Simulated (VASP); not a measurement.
A run of VASP 6.6.1:

Contents of INCAR:

```
SYSTEM = CaF2
  PREC = Accurate
  ENCUT = 600
  EDIFF = 1E-7
  ISMEAR = 0
  SIGMA = 0.03
  LREAL = .False.
  LASPH = .True.
  NELM = 80
  ALGO = Normal
  ISIF = 2
  LWAVE = .False.
  LCHARG = .False.
  GGA = PE
  IBRION = 2
  NSW = 40
  EDIFFG = -0.01
```

The input KPOINTS:

```
Automatic mesh
0
Gamma
  8 8 8
  0 0 0
```

The input POSCAR:

```
CaF2                                    
1.0
    0.0000000000      2.7381548072      2.7381548072
    2.7381548072     -0.0000000000      2.7381548072
    2.7381548072      2.7381548072      0.0000000000
  Ca              F             
     1     2
Direct
     1.0000000000000000    1.0000000000000000    1.0000000000000000
     0.2500000000000000    0.2500000000000000    0.2500000000000000
     0.7500000000000000    0.7500000000000000    0.7500000000000000
```

Potentials or basis: VASP PAW PBE potentials, release 64 (Ca_sv, F).

Run with:

```bash
$ cat potpaw_PBE.64/Ca_sv/POTCAR potpaw_PBE.64/F/POTCAR > POTCAR
$ mpirun -np 1 vasp_std > vasp.out
```

Hardware: 1 thread of Intel(R) Xeon(R) 6975P-C (Granite Rapids), with other jobs on the host.

Q: Estimate the wall time of this run.

A: It took 11 s on 1 thread of Intel(R) Xeon(R) 6975P-C (Granite Rapids) (shared host), peak memory 0.18 GiB. Counts: scf iterations 15, k points 29, ion steps 1.
